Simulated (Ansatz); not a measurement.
Working through cell relaxations under several functionals of CdSe, space group F-43m

Program: the Python package of Ansatz (0.2.0).

The script reads `cdse.cif`:
```cif
data_CdSe
_cell_length_a 4.342019
_cell_length_b 4.342019
_cell_length_c 4.342019
_cell_angle_alpha 60.00000
_cell_angle_beta 60.00000
_cell_angle_gamma 60.00000
_symmetry_space_group_name_H-M 'P 1'
_symmetry_Int_Tables_number 1
loop_
_symmetry_equiv_pos_as_xyz
'x, y, z'
loop_
_atom_site_label
_atom_site_type_symbol
_atom_site_fract_x
_atom_site_fract_y
_atom_site_fract_z
Cd1 Cd    0.000000    0.000000    0.000000
Se2 Se    0.750000    0.750000    0.750000
```

The cells in order, each with its output:

**Cell 1**
```python
import ansatz as az
from ase.io import read
import numpy as np
```

**Cell 2**
```python
CUTOFF = 470
MESH = (6, 6, 6)
```

**Cell 3**
```python
def edges_and_angles(cell):
    cell = np.asarray(cell)
    a, b, c = np.linalg.norm(cell, axis=1)
    cosines = cell[1] @ cell[2] / (b * c), cell[0] @ cell[2] / (a * c), cell[0] @ cell[1] / (a * b)
    return (a, b, c, *np.degrees(np.arccos(cosines)))

atoms = read("cdse.cif")
structure = az.Crystal.from_ase(atoms)

structure.resolved().sites[-1]
```
Output:
```text
Site(symbol='Se', position=(0.7500000000000001, 0.7499999999999999, 0.7499999999999999), moment=None, axis=None, held=None, saved=None)
```

**Cell 4**
```python
base = (
    structure.calculation()
    .basis(CUTOFF)
    .kpoints(*MESH, center="gamma")  # the mesh must be finer for metals
    .occupations(az.OccupationsMethod.FIXED)
    .relax(cell=True)
)

levels = [("pbe", "d3bj"), ("rpbe", "none"), ("pbesol", "none"), ("r2scan", "none")]
print("level            a       b       c    alpha   beta  gamma  V/atom  steps")
for name, dispersion in levels:
    seen = []
    run = base.functional(name, dispersion=dispersion).session().plan()
    outcome = run.execute(on_event=lambda e: seen.append(e) if e["event"] == "relax_step" else None)
    cell = outcome.lattice.cell_ang
    label = name if dispersion == "none" else f"{name}+{dispersion}"
    print("{:13s} {:7.4f} {:7.4f} {:7.4f} {:6.2f} {:6.2f} {:6.2f}".format(label, *edges_and_angles(cell)), f"{abs(np.linalg.det(cell)) / len(outcome.lattice.sites):7.3f} {len(seen):5d}")
```
Output:
```text
level            a       b       c    alpha   beta  gamma  V/atom  steps
pbe+d3bj       4.3220  4.3220  4.3220  60.00  60.00  60.00  28.543     4
rpbe           4.4435  4.4435  4.4435  60.00  60.00  60.00  31.018     5
pbesol         4.3015  4.3015  4.3015  60.00  60.00  60.00  28.140     4
DeckWarning: basis.ecutwfc = 470 eV is below the records' recommended 500 eV, and the density's cutoff is lower with it unless basis.ecutrho_ratio is high enough to keep the records' density cutoff: compare with a run at a higher cutoff
r2scan         4.3374  4.3374  4.3374  60.00  60.00  60.00  28.849     4
```

From smallest to largest: PBEsol (28.14 Å³ an atom, -2.8 % against the start), PBE+D3BJ (28.54 Å³ an atom, -1.4 % against the start), r2SCAN (28.85 Å³ an atom, -0.3 % against the start) and RPBE (31.02 Å³ an atom, +7.2 % against the start). The spread is 10.2 % in volume.

Caveats:
- The cutoff lies under the one recommended for these potentials in some of the runs.
- Forces vanish by symmetry, so the ions can't move, and the end may be a saddle.
- Edges and angles are those of the cell as typed, here a primitive one, not of the conventional cell.
- This cell is a computed structure, which may not be the phase found in nature.
- Warnings are shown shortened and without file and line.
- Run time: 38 s on 1 thread of AMD EPYC 7R43 64-Core Processor (Zen 3), on a shared host, peak memory 0.63 GiB.
